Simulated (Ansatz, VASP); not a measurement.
## Two plane-wave programs on In3As

```
CELL_PARAMETERS angstrom
-2.77821 2.77821 3.31969
2.77821 -2.77821 3.31969
2.77821 2.77821 -3.31969
ATOMIC_POSITIONS crystal
In 0.50000 0.50000 0.00000
In 0.75000 0.25000 0.50000
In 0.25000 0.75000 0.50000
As 0.00000 0.00000 0.00000
```

Alike in both runs: functional PBE; k mesh 12 × 12 × 12; occupations gaussian, width 0.1 eV; no spin polarisation.

Ansatz relaxed the structure, and its values are those at the end. VASP's run is a single point on that final structure, the one shown.

|  | VASP | Ansatz |
| --- | --- | --- |
| version | VASP 6.6.1 | Ansatz 0.2.0 |
| potentials or method | VASP PAW PBE potentials, release 64 (In_d, As) | scalar-relativistic, plane waves, PAW |
| plane-wave cutoff (eV) | 520 | 420 |
| valence electrons in the cell | 44 | 54 |

|  | VASP | Ansatz | Ansatz less VASP |
| --- | --- | --- | --- |
| gap on the k mesh at the Fermi level (eV) | none | none | - |
| pressure (GPa) | 0.0 | 0.0 | 0.00 |

A gap of «none» marks a metal or a gap that the smearing closes. The two sets of potentials don't hold the same shells in valence.
